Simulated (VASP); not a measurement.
The system is MgB2.

```xyz
3
Lattice="3.0850 0.0000 0.0000 -1.5425 2.6717 0.0000 0.0000 0.0000 3.5230" Properties=species:S:1:pos:R:3 pbc="T T T"
Mg    0.0000    0.0000    0.0000
B     1.5425    0.8906    1.7615
B     0.0000    1.7811    1.7615
```

```yaml
Program: VASP 6.6.1
Task: relaxation of cell and atoms
Functional: PBEsol
Potentials_or_basis: VASP PAW PBE potentials, release 64 (Mg, B)
Cutoff: 600 eV
k_mesh: 8 × 8 × 8
Occupations: fermi-dirac, width 0.05 eV
Spin: no spin polarisation
```

At the start: pressure -3.0 GPa; volume 9.68 Å³/atom.

Problem. How do energy, volume and symmetry change on relaxing?

Solution. Over 5 steps the energy falls by 2.4 meV/atom and the volume is 9.46 Å³/atom (-2.3 %); space group P6/mmm (No. 191, to 0.05 Å).

Step by step:
| step | energy change (eV) | largest force (eV/Å) | pressure (GPa) | volume (Å³) |
| --- | --- | --- | --- | --- |
| 1 | 0.0000 | 0.0000 | -3.03 | 29.04 |
| 2 | -0.0062 | 0.0000 | 0.87 | 28.27 |
| 3 | -0.0065 | 0.0000 | 0.22 | 28.40 |
| 4 | -0.0073 | 0.0000 | 0.06 | 28.38 |
| 5 | -0.0073 | 0.0000 | 0.02 | 28.38 |

Final structure:
```xyz
3
Lattice="3.0723 0.0000 0.0000 -1.5361 2.6607 0.0000 0.0000 0.0000 3.4713" Properties=species:S:1:pos:R:3 pbc="T T T"
Mg    0.0000    0.0000    0.0000
B     1.5361    0.8869    1.7356
B     0.0000    1.7738    1.7356
```

Caveat: the PAW data sets were made with another functional, which shifts forces and pressure a little.
